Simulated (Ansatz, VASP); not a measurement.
**Two plane-wave programs on Mo**

INCAR

```
SYSTEM = Mo
ALGO = Fast
EDIFF = 1E-6
ENCUT = 520
GGA = PE
ISIF = 2
ISMEAR = 0
LASPH = .TRUE.
LCHARG = .TRUE.
LELF = .TRUE.
LREAL = .FALSE.
LVHAR = .TRUE.
LWAVE = .FALSE.
NBANDS = 21
NELM = 100
PREC = Accurate
SIGMA = 0.1
```

KPOINTS

```
k-points
0
G
  6 6 6
  0 0 0
```

The input POSCAR:

```
Mo
1.0
    1.7722412504      1.0232039630      3.0853111770
   -1.7722412504      1.0232039630      3.0853111770
    0.0000000000     -2.0464079259      3.0853111770
Mo
2
Direct
    0.2336400000      0.2336400000      0.2336400000
    0.7663600000      0.7663600000      0.7663600000
```

Input for Ansatz:

```yaml
crystal:
  lattice:
    - [1.7722412504, 1.023203963, 3.085311177]
    - [-1.7722412504, 1.023203963, 3.085311177]
    - [0.0, -2.0464079259, 3.085311177]
  atoms:
    - { symbol: Mo, position: [0.23364, 0.23364, 0.23364] }
    - { symbol: Mo, position: [0.76636, 0.76636, 0.76636] }
basis:
  ecutwfc: 420
kpoints:
  mp_grid: { grid: [6, 6, 6] }
hamiltonian:
  xc: pbe
scf:
  occupations: { method: gaussian, width: 0.1 }
  lower_state_search: "off"
output:
  forces: true
  stress: true
  eigenvalues: true
```

Alike in both runs: task single point; functional PBE; k mesh 6 × 6 × 6; occupations gaussian, width 0.1 eV; no spin polarisation.

|  | VASP | Ansatz |
| --- | --- | --- |
| version | VASP 6.6.1 | Ansatz 0.2.0 |
| potentials or method | VASP PAW PBE potentials, release 64 (Mo_sv) | scalar-relativistic, plane waves, PAW |
| plane-wave cutoff (eV) | 520 | 420 |
| valence electrons in the cell | 28 | 28 |

|  | VASP | Ansatz | Ansatz less VASP |
| --- | --- | --- | --- |
| gap on the k mesh at the Fermi level (eV) | none | none | - |
| pressure (GPa) | 18.3 | 17.3 | -1.00 |
| largest component of the traceless stress (GPa) | 7.79 | 7.91 | +0.122 |
| rms of the force components (eV/Å) | 1.625 | 1.575 | -0.0504 |

Atom by atom the forces differ by 0.050 eV/Å (rms over components). A gap of «none» marks a metal or a gap that the smearing closes.

Caveats: so large a pressure means that the cell lies far from this level's equilibrium, or that cutoff or potentials fall short (VASP); forces of over 1 eV/Å show positions far from the minimum, so gaps and moduli don't describe the material at rest.
